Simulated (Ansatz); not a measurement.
## Thallium (simple cubic) across density functionals

All rows: Ansatz, plane waves with scalar-relativistic PAW, 420 eV (500 eV for the SCAN forms), relaxed under each functional, no dispersion correction, no zero-point motion. B₀ comes from uniform scaling at fixed shape; a dash is a value not given.

```csv
functional,V (Å³/atom),cell,B₀ (GPa),magnetic state,ΔE to hcp (meV/atom)
PBE,34.28,a = 3.249 Å,22,spin not included,139
r²SCAN,32.21,a = 3.182 Å,28,spin not included,125
PBEsol,30.94,a = 3.139 Å,31,spin not included,151
LDA,29.34,a = 3.084 Å,37,spin not included,129
revPBE,36.27,a = 3.310 Å,18,spin not included,134
RPBE,37.14,a = 3.336 Å,16,spin not included,129
BLYP,38.65,a = 3.381 Å,16,spin not included,72
```

LDA gives the smallest volume and BLYP the largest.
